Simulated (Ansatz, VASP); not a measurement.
Si2Mo in VASP and in Ansatz

```
Mo Si
1.0
    -1.57838    1.57838    3.87738
     1.57838   -1.57838    3.87738
     1.57838    1.57838   -3.87738
Mo Si
1 2
Direct
  0.00000 0.00000 0.00000
  0.66700 0.66700 0.00000
  0.33300 0.33300 0.00000
```

Change from the starting cell: volume scaled by 0.96.

Alike in both runs: task single point; functional PBEsol; k mesh 12 × 12 × 12; occupations fermi-dirac, width 0.05 eV; no spin polarisation.

|  | VASP | Ansatz |
| --- | --- | --- |
| version | VASP 6.6.1 | Ansatz 0.2.0 |
| potentials or method | VASP PAW PBE potentials, release 64 (Mo_sv, Si), cutoff 520 eV | all-electron LAPW, scalar-relativistic |

|  | VASP | Ansatz | Ansatz less VASP |
| --- | --- | --- | --- |
| gap on the k mesh at the Fermi level (eV) | none | none | - |
| pressure (GPa) | 7.1 | 6.7 | -0.40 |
| rms of the force components (eV/Å) | 0.122 | 0.124 | +0.0021 |

Atom by atom the forces differ by 0.002 eV/Å (rms over components). A gap of «none» marks a metal or a gap that the smearing closes. Ansatz ran all-electron here, so the differences hold the error of VASP's frozen core and of both bases.

Caveats: the PAW data sets were made with another functional, which shifts forces and pressure a little (VASP).
